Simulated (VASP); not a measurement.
Wanted: the native input for a VASP 6.6.1 run.

- Task: band structure
- Functional: r2SCAN-EpsX
- Potentials or basis: VASP PAW PBE potentials, release 64 (Si)
- Cutoff: 520 eV
- k mesh: 4 × 4 × 4
- Occupations: fermi-dirac, width 0.05 eV
- Spin: no spin polarisation
- Grid for exact exchange (PRECFOCK): Normal
- Exchange at q = 0: default
- Share of exact exchange: 0.0711
- Further INCAR settings: ALGO = Normal; EDIFF = 1e-06; NBANDS = 11

Crystal: Si.

```
CELL_PARAMETERS angstrom
0.00000 2.72185 2.72185
2.72185 0.00000 2.72185
2.72185 2.72185 0.00000
ATOMIC_POSITIONS crystal
Si 0.50000 0.50000 0.50000
Si 0.75000 0.75000 0.75000
```

These files were run (other wordings do the same):

POSCAR

```
Si
1.0
    0.0000000000      2.7218511865      2.7218511865
    2.7218511865      0.0000000000      2.7218511865
    2.7218511865      2.7218511865      0.0000000000
Si
2
Direct
    0.5000000000      0.5000000000      0.5000000000
    0.7500000000      0.7500000000      0.7500000000
```

INCAR.step1

```
SYSTEM = Si
ALGO = Normal
EDIFF = 1E-8
ENCUT = 520
GGA = PE
ISIF = 2
ISMEAR = -1
LASPH = .TRUE.
LCHARG = .FALSE.
LEPSILON = .TRUE.
LREAL = .FALSE.
LWAVE = .FALSE.
NELM = 100
PREC = Accurate
SIGMA = 0.05
```

KPOINTS.step1

```
Automatic mesh
0
G
  8 8 8
  0 0 0
```

INCAR.step2

```
SYSTEM = Si
ALGO = Normal
EDIFF = 1E-5
ENCUT = 520
GGA = PE
ISIF = 2
ISMEAR = -1
LASPH = .TRUE.
LCHARG = .FALSE.
LREAL = .FALSE.
LWAVE = .TRUE.
NBANDS = 11
NELM = 100
PREC = Accurate
SIGMA = 0.05
```

KPOINTS.step2

```
k-points
0
G
  4 4 4
  0 0 0
```

INCAR.step3

```
SYSTEM = Si
AEXX = 0.0711
ALGO = Normal
EDIFF = 1E-6
ENCUT = 520
ISIF = 2
ISMEAR = -1
ISTART = 1
LASPH = .TRUE.
LCHARG = .FALSE.
LHFCALC = .TRUE.
LMIXTAU = .TRUE.
LREAL = .FALSE.
LWAVE = .FALSE.
METAGGA = R2SCAN
NBANDS = 11
NELM = 100
PREC = Accurate
PRECFOCK = Normal
SIGMA = 0.05
```

KPOINTS.step3

```
k-points
0
G
  4 4 4
  0 0 0
```

KPOINTS_OPT

```
path GXWKGLUWLK,UX
8
line-mode
reciprocal
 0.0000000000  0.0000000000  0.0000000000  G
 0.5000000000  0.0000000000  0.5000000000  X

 0.5000000000  0.0000000000  0.5000000000  X
 0.5000000000  0.2500000000  0.7500000000  W

 0.5000000000  0.2500000000  0.7500000000  W
 0.3750000000  0.3750000000  0.7500000000  K

 0.3750000000  0.3750000000  0.7500000000  K
 0.0000000000  0.0000000000  0.0000000000  G

 0.0000000000  0.0000000000  0.0000000000  G
 0.5000000000  0.5000000000  0.5000000000  L

 0.5000000000  0.5000000000  0.5000000000  L
 0.6250000000  0.2500000000  0.6250000000  U

 0.6250000000  0.2500000000  0.6250000000  U
 0.5000000000  0.2500000000  0.7500000000  W

 0.5000000000  0.2500000000  0.7500000000  W
 0.5000000000  0.5000000000  0.5000000000  L

 0.5000000000  0.5000000000  0.5000000000  L
 0.3750000000  0.3750000000  0.7500000000  K

 0.6250000000  0.2500000000  0.6250000000  U
 0.5000000000  0.0000000000  0.5000000000  X
```

Potentials or basis: VASP PAW PBE potentials, release 64 (Si).

Command:

```sh
$ cat potpaw_PBE.64/Si/POTCAR > POTCAR
$ cp INCAR.step1 INCAR
$ cp KPOINTS.step1 KPOINTS
$ mpirun -np 1 vasp_std > vasp.out
$ cp INCAR.step2 INCAR
$ cp KPOINTS.step2 KPOINTS
$ mpirun -np 1 vasp_std > vasp.out
$ cp INCAR.step3 INCAR
$ cp KPOINTS.step3 KPOINTS
$ mpirun -np 1 vasp_std > vasp.out
```

It gave:

```
Pressure               : 0.0 GPa
Band gap on the k mesh : 1.27 eV, indirect (least direct gap 3.14 eV)
```

Caveat: the k mesh is coarse (spacing up to 0.50 Å⁻¹), so the values aren't converged, least of all with exact exchange; an unscreened hybrid on a path of extra k points without a Coulomb cutoff has errors near the mesh points, so the bands along the path aren't reliable; the PAW data sets were made with another functional, which shifts forces and pressure a little.

Wall time 9.7 min on 1 thread of Intel(R) Xeon(R) 6975P-C (Granite Rapids), on a shared host, peak memory 0.19 GiB.
